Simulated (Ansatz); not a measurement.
# Yb: the cost of one run

Computed with Ansatz 0.2.0 (DFT PBE with spin–orbit coupling, plane waves, PAW (the target; the first runs use scalar-relativistic PBE), unless a step's input says otherwise).

### Step 1. Starting point

It takes space group P6_3/mmc (No. 194, hexagonal). The conventional cell has a = 3.901 Å, b = 3.901 Å, c = 12.553 Å, α = 90.00°, β = 90.00°, γ = 120.00°. Around Yb (site symmetry -3m) lie 12 Yb at 3.86 to 3.90 Å. Yb (site symmetry -6m2) has 12 Yb at 3.86 to 3.90 Å as nearest neighbours.

Structure file:

```
CELL_PARAMETERS angstrom
3.90142 0.00000 0.00000
-1.95071 3.37873 0.00000
0.00000 0.00000 12.55283
ATOMIC_POSITIONS crystal
Yb 0.00000 0.00000 0.00000
Yb 0.00000 0.00000 0.50000
Yb 0.33333 0.66667 0.25000
Yb 0.66667 0.33333 0.75000
```

### Step 2. Relaxing cell and atoms (PBE, 6×6×2 mesh)

input.yaml

```yaml
crystal:
  lattice:
    - [3.9014169065, 0.0, 0.0]
    - [-1.9507084532, 3.3787261517, 0.0]
    - [0.0, 0.0, 12.552834768]
  atoms:
    - { symbol: Yb, position: [0.0, 0.0, 0.0] }
    - { symbol: Yb, position: [0.0, 0.0, 0.5] }
    - { symbol: Yb, position: [0.3333333333, 0.6666666667, 0.25] }
    - { symbol: Yb, position: [0.6666666667, 0.3333333333, 0.75] }
basis:
  ecutwfc: 420
  ecutrho_ratio: 4
kpoints:
  mp_grid: { grid: [6, 6, 2] }
hamiltonian:
  xc: pbe
scf:
  occupations: { method: gaussian, width: 0.05 }
output:
  forces: true
  stress: true
  eigenvalues: true
relax:
  f_tol: 0.03
  max_steps: 60
  cell: { stress_tol: 0.6 }
```

Q: Estimate wall time and peak memory on 4 threads of an x86-64 CPU, shared host.

About 5.5 s, with a peak of 0.61 GiB.
